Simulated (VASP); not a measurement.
W, 1 atom in the cell. It takes space group Im-3m (No. 229, cubic). The conventional cell has a = 3.185 Å, b = 3.185 Å, c = 3.185 Å, α = 90.00°, β = 90.00°, γ = 90.00°. W (site symmetry m-3m) has 8 W at 2.76 Å as nearest neighbours. 

* Program: VASP 6.6.1
* Task: relaxation of cell and atoms
* Functional: PBE
* Potentials or basis: VASP PAW PBE potentials, release 64 (W_sv)
* Cutoff: 600 eV
* k mesh: 16 × 16 × 16
* Occupations: methfessel-paxton, width 0.1 eV
* Spin: no spin polarisation
* Further INCAR settings: ALGO = Normal; EDIFF = 1e-07; IBRION = 2; EDIFFG = -0.005; NSW = 90; ISIF = 3

Potentials or basis: VASP PAW PBE potentials, release 64 (W_sv).

The run is started by

```bash
$ cat potpaw_PBE.64/W_sv/POTCAR > POTCAR
$ mpirun -np 1 vasp_std > vasp.out
```

Hardware: 1 thread of Intel(R) Xeon(R) 6975P-C (Granite Rapids), with other jobs on the host.

Q: Estimate the wall time of this run.

A: Wall time 8.2 s on 1 thread of Intel(R) Xeon(R) 6975P-C (Granite Rapids) (shared host), peak memory 0.16 GiB. Counts: scf iterations 13, k points 145, ion steps 1.
